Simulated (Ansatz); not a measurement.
A run of Ansatz 0.2.0:

File input.yaml:

```yaml
crystal:
  lattice:
    - [0.0, 2.211323, 2.211323]
    - [2.211323, 0.0, 2.211323]
    - [2.211323, 2.211323, 0.0]
  atoms:
    - { symbol: Ta, position: [0.5, 0.5, 0.5] }
    - { symbol: "N", position: [0.0, 0.0, 0.0] }
kpoints:
  mp_grid: { grid: [10, 10, 10] }
scf:
  occupations: { method: gaussian, width: 0.018 }
hamiltonian:
  xc: pbe
  pseudopotentials: { kind: all_electron, lapw: { basis_error: 0.001 } }
output:
  forces: true
  stress: true
  eigenvalues: true
```

Potentials or basis: all-electron LAPW, scalar-relativistic.

Launch:

```console
$ ansatz run input.yaml --threads 1 --pin off --max-ram 3072MiB --backend cpu --events-out ev --progress --plain --runs-dir out
```

Hardware: 1 thread of Arm Neoverse V1 (shared host).

Estimate the wall time of this run.

It took 12 s on 1 thread of Arm Neoverse V1 (shared host), peak memory 0.33 GiB. Counts: scf iterations 8, plane waves 331, k points 47, bands 30.
